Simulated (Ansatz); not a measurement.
Crystal: W.

```
W
1.0
    -1.58234    1.58234    1.58234
     1.58234   -1.58234    1.58234
     1.58234    1.58234   -1.58234
W
1
Direct
  0.00000 0.00000 0.00000
```

| Property | Result |
| --- | --- |
| Program | Ansatz 0.2.0 |
| Task | relaxation of cell and atoms |
| Functional | BLYP |
| Potentials or basis | Ansatz PAW |
| Cutoff | 420 eV (not typed: the program's choice for these potentials) |
| k mesh | 12 × 12 × 12 |
| Occupations | fermi-dirac, width 0.05 eV |
| Spin | no spin polarisation |

At the start: volume 15.85 Å³/atom.

Q: Where does the relaxation end?

A: It ends after 4 steps and the volume is 16.68 Å³/atom (+5.3 %); space group Im-3m (No. 229, to 0.05 Å).

The path:
| step | energy change (eV) | largest force (eV/Å) | volume (Å³) |
| --- | --- | --- | --- |
| 1 | 0.0000 | 0.0000 | 15.85 |
| 2 | -0.0375 | 0.0000 | 16.81 |
| 3 | -0.0384 | 0.0000 | 16.68 |
| 4 | -0.0386 | 0.0000 | 16.68 |

Final structure:
```cif
data_structure
_symmetry_space_group_name_H-M 'P 1'
_symmetry_Int_Tables_number 1
_cell_length_a 2.7879
_cell_length_b 2.7879
_cell_length_c 2.7879
_cell_angle_alpha 109.471
_cell_angle_beta 109.471
_cell_angle_gamma 109.471
_cell_volume 16.68
loop_
_atom_site_label
_atom_site_type_symbol
_atom_site_fract_x
_atom_site_fract_y
_atom_site_fract_z
_atom_site_occupancy
W1 W 0.00000 0.00000 0.00000 1
```

Caveat: the plane-wave basis is chosen anew once the cell has moved, so the energies of steps on either side of that aren't comparable; the PAW data sets come from PBE, with cores solved anew for the run's functional, which leaves a small shift of forces and pressure.
